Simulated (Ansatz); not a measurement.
# ZnO (zincite) (P6_3mc) in Ansatz: further runs, part 2 of 2

Ansatz 0.2.0. The steps go on from the part before.

## (3) Relaxation of cell and atoms, m-r2SCAN

input.yaml reads:

```yaml
crystal:
  lattice:
    - [3.249308, 0.0, 0.0]
    - [-1.624654, 2.8139832727, 0.0]
    - [0.0, 0.0, 5.205709]
  atoms:
    - { symbol: Zn, position: [0.6666666667, 0.3333333333, 0.0] }
    - { symbol: Zn, position: [0.3333333333, 0.6666666667, 0.5] }
    - { symbol: O, position: [0.3333333333, 0.6666666667, 0.87901] }
    - { symbol: O, position: [0.6666666667, 0.3333333333, 0.37901] }
hamiltonian:
  xc: mr2scan
  pseudopotentials: { kind: paw }
kpoints:
  mp_grid: { grid: [9, 9, 5] }
scf:
  occupations: { method: fermi_dirac, width: 0.05 }
output:
  forces: true
  stress: true
relax:
  f_tol: 0.01
  max_steps: 40
  cell: { stress_tol: 0.05 }
```

Potentials or basis: Ansatz PAW.

Started as:

```bash
$ ansatz run input.yaml --threads 2 --pin off --max-ram 5120MiB --backend cpu --events-out ev --progress --plain --runs-dir out
```

The program printed:

```text
Warning: RAYON_NUM_THREADS=2 ignored (pool sized by the plan → 2); use --threads N
Engine: ansatz 0.2.0, aarch64-unknown-linux-gnu
Pseudopotentials: kind: paw
Pseudopotential: Zn, paw, valence charge 12, recommended cutoff 500 eV (meta_gga), Zn.paw.azcp
Pseudopotential: O, paw, valence charge 6, recommended cutoff 500 eV (meta_gga), O.paw.azcp
Functional definition: m-r2SCAN
  exchange = m_r2scan_x
  correlation = m_r2scan_c
Crystal: 4 atoms, lattice volume = 47.598 Å³
Basis set: ecut = 500 eV, 1213 PW (Γ), exchange–correlation on 96×96×160 points (64 copies of the dense FFT grid, shifted against one another)
Bands: 22, of which v1, the nominal top of the filled ones, is band 18 counted from 1 (17 counted from 0)
Symmetry: 12 space group operations
Space group: P63mc (ITA 186), of the structure as read, at distance tolerance 3.6e-5 Å
k-points: 36 of 405 (time reversal used)
Non-local potential: Zn, projectors of the file, l = 0: 2, l = 1: 2, l = 2: 3, l = 3: 1
Non-local potential: O, projectors of the file, l = 0: 2, l = 1: 2, l = 2: 1
PAW form: soft (Blöchl's): semilocal exchange-correlation on the pseudo side does not see the compensation charge
PAW frozen core: Zn, regenerated for the run's functional (the file was generated under x = pbe(κ = 0.804, μ = 0.2195149727645171), c = pbe(β = 0.06672455060314922))
PAW frozen core: O, regenerated for the run's functional (the file was generated under x = pbe(κ = 0.804, μ = 0.2195149727645171), c = pbe(β = 0.06672455060314922))
PAW one-centre angular grid: Zn, 590 points (default); XC on 215 of its mesh's 2673 points in the sphere
PAW one-centre angular grid: O, 302 points (default); XC on 160 Gauss nodes
Initial density: superposition of atomic densities (neutral atoms: chi_scale 0, normalization atom), corrected by the library's trained network
Initial wavefunctions: pseudopotential atomic-orbital guess
Functional: x = mr2scan, c = mr2scan; τ floored in thin density (d = 2e-4 eV/Å³)
SCF iter   1: F=—  HF=-7789.830583 eV  |F-HF|=—  |Δ(HF+E_count)|=         —  Δρ=2.02e-2  dr2=9.44e-2  dr2_τ=9.83e-2  ethr=1.77e-3  ⟨swp⟩=5.7  Hψ=3546  notcnv=0
preconditioner: auto → Resta (q_TF=auto, 2.604 Å⁻¹)  ε∞=6.6  [insulator: Δε(μ)=1.377 eV  Ē_g=13.658 eV  σ=0.050 eV  W_gap=1.00  n_scr=22 (ndim 8)  ℏωp=32.3 eV  f_vac=0.034  D(μ)=0.00/eV (n_scr^D=0)  ε∞_Penn≈6.6]
SCF iter   2: F=—  HF=-7789.854162 eV  |F-HF|=—  |Δ(HF+E_count)|=   2.36e-2  Δρ=4.93e-3  dr2=9.39e-3  dr2_τ=6.71e-4  ethr=2.62e-4  ⟨swp⟩=2.5  Hψ=1817  notcnv=0
SCF iter   3: F=—  HF=-7789.851582 eV  |F-HF|=—  |Δ(HF+E_count)|=   2.58e-3  Δρ=4.75e-3  dr2=5.37e-3  dr2_τ=2.13e-4  ethr=2.61e-5  ⟨swp⟩=2.0  Hψ=1512  notcnv=0
SCF iter   4: F=—  HF=-7789.850399 eV  |F-HF|=—  |Δ(HF+E_count)|=   1.18e-3  Δρ=5.50e-4  dr2=1.15e-4  dr2_τ=2.70e-5  ethr=1.49e-5  ⟨swp⟩=2.0  Hψ=1348  notcnv=0
SCF iter   5: F=—  HF=-7789.850474 eV  |F-HF|=—  |Δ(HF+E_count)|=   7.44e-5  Δρ=2.94e-4  dr2=2.38e-5  dr2_τ=2.06e-6  ethr=3.20e-7  ⟨swp⟩=2.4  Hψ=1365  notcnv=0
SCF iter   6: F=—  HF=-7789.850499 eV  |F-HF|=—  |Δ(HF+E_count)|=   2.53e-5  Δρ=4.60e-5  dr2=1.18e-6  dr2_τ=1.85e-8  ethr=6.61e-8  ⟨swp⟩=2.0  Hψ=1280  notcnv=0
SCF iter   7: F=—  HF=-7789.850499 eV  |F-HF|=—  |Δ(HF+E_count)|=   5.82e-7  Δρ=1.73e-5  dr2=1.22e-7  dr2_τ=8.23e-9  ethr=3.27e-9  ⟨swp⟩=2.0  Hψ=1378  notcnv=0
SCF iter   8: F=-7789.850499 eV  HF=-7789.850499 eV  |F-HF|=4.34e-8  |Δ(HF+E_count)|=   2.36e-8  Δρ=1.12e-5  dr2=5.80e-8  dr2_τ=4.57e-9  ethr=2.78e-10  ⟨swp⟩=4.2  Hψ=2888  notcnv=0
[... 65 lines left out ...]
SCF converged after 6 iterations
Free energy (F): -7789.852842 eV
Harris-Foulkes:  -7789.852842 eV  (|F-HF|=3.64e-12)
Internal energy: -7789.852842 eV  (E = F + TS)
E sigma→0 (E₀):  -7789.852842 eV
Entropy (-TS):   -0.000000 eV (-0.000 meV/atom)
Fermi energy:    7.626585 eV
--- Per-component energies (eV) ---
  E_band       = 49.667418
  E_kinetic    = 612.817657
  E_local      = -4005.904800  (includes V_loc(G=0)·N_el)
  E_nonlocal   = 1342.601947
  E_hartree    = 1653.175608
  E_xc         = -392.762738
  E_vxc        = -315.765217  (∫ρ·V_xc dr)
  E_paw        = -4029.071032  (= ΣΔE_a)
  E_vpaw       = -909.582182  (= ΣTr[D̂ρ^β])
  E_aug_tail   = 0.001863  (compensation charges beyond the density's cutoff)
  E_vtau       = 19.147045  (kinetic-family band-sum trace: ∫τ·v_τ [+ j·A + Jᵃ·Aᵃ] dr)
  E_ewald      = -2970.282227
  E_core_change = -0.429119  (= ΣΔE_core)
  E_smearing   = -0.000000  (= −TS)
  E_closure    = -0.000000  (closes the sum)
  Σ components = -7789.852842   (vs F -7789.852842, Δ=0.00e0)
--- Forces (eV/Å), atoms counted from 1 ---
  atom   1  Zn    -0.00000000    -0.00000000    -0.00001246
  atom   2  Zn    -0.00000000     0.00000000    -0.00001246
  atom   3  O     -0.00000000    -0.00000000     0.00015223
  atom   4  O     -0.00000000     0.00000000     0.00015223
  max |Σ_I F_I| component: 2.80e-4 eV/Å
--- Stress (GPa, compression-positive) ---
       -0.000687       0.000000       0.000000
        0.000000      -0.000687       0.000000
        0.000000      -0.000000       0.003202
  P = ⅓ Tr σ = 0.0006 GPa (0.006 kbar)
--- Relaxed structure (5 steps of the walk, 5 accepted, 1 SCFs on fresh bases) ---
  F+E_penalty+E_count = -7789.85284168 eV   max|allowed force component| = 8.235e-5 eV/Å   (the final SCF, on the basis selected at the relaxed cell)
  cell:  # Å, volume = 47.2369 Å³
    - [3.235205523851042, 0.0, 0.0]
    - [-1.617602761925521, 2.801770170118745, -1.6997641910846395e-19]
    - [0.0, -3.144467073852047e-19, 5.211308840243128]
  atoms:
    - { symbol: Zn, position: [0.6666666666666666, 0.3333333333333333, -0.0003108948592182867] }
    - { symbol: Zn, position: [0.3333333333333333, 0.6666666666666666, 0.49968910514078185] }
    - { symbol: O, position: [0.3333333333333333, 0.6666666666666666, 0.8793208948592184] }
    - { symbol: O, position: [0.6666666666666666, 0.3333333333333333, 0.3793208948592183] }
```

Wall time 25 s (2 threads of Arm Neoverse V1, shared host); peak memory 0.46 GiB.

What came out:

```yaml
Free_energy: -7789.8528 eV
Relaxed_volume: 11.81 Å³/atom
Relaxed_cell: a = 3.235 Å, b = 3.235 Å, c = 5.211 Å, α = 90.00°, β = 90.00°, γ = 120.00°
Space_group_after_relaxing_to_0.05_Å: P6_3mc (No. 186)
Energy_gained_by_relaxing: 0.6 meV/atom
Ionic_steps: 6
Pressure_after_relaxing: 0.0 GPa
Band_gap_on_the_k_mesh: 1.24 eV
```

Step by step:
```csv
step,energy change (eV),largest force (eV/Å),volume (Å³)
1,0.0000,0.0701,47.60
2,-0.0017,0.0499,47.41
3,-0.0025,0.0149,47.23
4,-0.0026,0.0010,47.23
5,-0.0026,0.0002,47.24
6,-0.0023,0.0002,47.24
```

Final structure:
```xyz
4
Lattice="3.2352 0.0000 0.0000 -1.6176 2.8018 0.0000 0.0000 0.0000 5.2113" Properties=species:S:1:pos:R:3 pbc="T T T"
Zn    1.6176    0.9339   -0.0016
Zn    0.0000    1.8678    2.6040
O     0.0000    1.8678    4.5824
O     1.6176    0.9339    1.9768
```

Caveat: odd divisions of the mesh miss points on the zone boundary, where band edges often lie, so the gap on the mesh can be too wide; the plane-wave basis is chosen anew once the cell has moved, so the energies of steps on either side of that aren't comparable; the PAW data sets come from PBE, with cores solved anew for the run's functional, which leaves a small shift of forces and pressure.

## (4) Single point, PBE

input.yaml: that of step 3 with these lines changed.

```diff
@@ -11,3 +11,3 @@
 hamiltonian:
-  xc: mr2scan
+  xc: pbe
   pseudopotentials: { kind: paw }
@@ -17,2 +17,4 @@
   occupations: { method: fermi_dirac, width: 0.05 }
+basis:
+  ecutwfc: "300 eV"
 output:
@@ -20,5 +22,6 @@
   stress: true
-relax:
-  f_tol: 0.01
-  max_steps: 40
-  cell: { stress_tol: 0.05 }
+  eigenvalues: true
+  write_density: true
+  write_potential: true
+  elf: true
+  volumetric_format: npy
```

Started as:

```bash
$ ansatz run input.yaml --threads 2 --pin off --max-ram 5120MiB --backend cpu --events-out ev --progress --plain --runs-dir out
```

Run time: 1.7 s. Hardware: 2 threads of Arm Neoverse V1, shared host; peak memory 0.31 GiB.

It converged, with:

```
Free energy            : -7772.6437 eV
Pressure               : 3.7 GPa
Largest force          : 0.073 eV/Å
Band gap on the k mesh : 0.84 eV, direct
```

Forces on the atoms (eV/Å):
```
Zn   0.000  0.000 -0.073
Zn   0.000  0.000 -0.073
O    0.000  0.000  0.073
O    0.000  0.000  0.073
```

Stress tensor (GPa, compression positive):
```
3.13 0.00 0.00
0.00 3.13 0.00
0.00 0.00 4.93
```

Levels at points of the mesh, in eV from the valence-band top:
```
           k point  band 15  band 16  band 17  band 18  band 19  band 20  band 21  band 22
(0.00, 0.00, 0.00)    -0.79    -0.08     0.00     0.00     0.84     5.29     8.35    12.96
```

Caveat: odd divisions of the mesh miss points on the zone boundary, where band edges often lie, so the gap on the mesh can be too wide; the pressure holds a Pulay correction of +22.8 GPa for the finite cutoff; the cutoff lies under the one recommended for these potentials.

## (5) Overview

| task | level | cell | cutoff (eV) | gap on the mesh (eV) | pressure (GPa) | relaxed volume (Å³/atom) |
| --- | --- | --- | --- | --- | --- | --- |
| relaxation of cell and atoms | BLYP+D4 | relaxed | 420 | 0.91 | 0.0 | 12.13 |
| relaxation of cell and atoms | m-r2SCAN | relaxed | 500 | 1.24 | 0.0 | 11.81 |
| single point | PBE | as given | 300 | 0.84 | 3.7 | - |

Alike in all rows: potentials or basis Ansatz PAW; no spin polarisation; k mesh 9 × 9 × 5; smearing fermi-dirac 0.05 eV.

Caveats: odd divisions of the mesh miss points on the zone boundary, where band edges often lie, so the gap on the mesh can be too wide; the plane-wave basis is chosen anew once the cell has moved, so the energies of steps on either side of that aren't comparable (some runs); the PAW data sets come from PBE, with cores solved anew for the run's functional, which leaves a small shift of forces and pressure (some runs); the pressure holds a Pulay correction of +22.8 GPa for the finite cutoff (some runs); the cutoff lies under the one recommended for these potentials (some runs).

Absolute energies hang on the potentials; compare differences alone.

## (6) Against experiment

Step 4. A measured gap of ZnO is 3.37 eV (quoted in “Electronic structure of alkaline earth and post-transition metal oxides”, 2009, arxiv:0908.1581); the calculated 0.84 eV misses it by -2.53 eV. So large a miss can be the level of theory's own, or it may mean another phase, state or a wrong row. The value is that of PBE, without temperature or zero-point motion. Semilocal functionals fall short of measured gaps as a rule.
